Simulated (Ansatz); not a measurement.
**SiC: zone-centre modes at 0.4 GPa**

Computed with Ansatz, DFT PBEsol, scalar-relativistic, plane waves, PAW. Settings: 420 eV plane-wave cutoff, Γ-centred 18×18×18 mesh, Fermi-Dirac smearing of 0.15 eV. No spin polarisation. Phonons by linear response, acoustic sum rule imposed.

The cell is fixed (symmetry leaves no force on the atoms) and stands under 0.4 GPa:
```xyz
2
Lattice="0.0000 2.0171 2.0171 2.0171 0.0000 2.0171 2.0171 2.0171 0.0000" Properties=species:S:1:pos:R:3 pbc="T T T"
C     0.0000    0.0000    0.0000
Si    2.0171    2.0171    2.0171
```

The cell is the ideal cubic rocksalt prototype; this isn't the usual structure of the compound. In a metal, frequencies and elastic constants depend on the k mesh and the smearing, soft modes and shear constants most.

(1) Is this structure stable against zone-centre distortions?

(2) List the optical modes at Γ (i marks imaginary ones).

## Answers

(1) Yes, at Γ: no optical mode is imaginary. Strains and other wave vectors aren't tested by this run.

(2)
| frequency (meV) | degeneracy |
| --- | --- |
| 52.0 | 3 |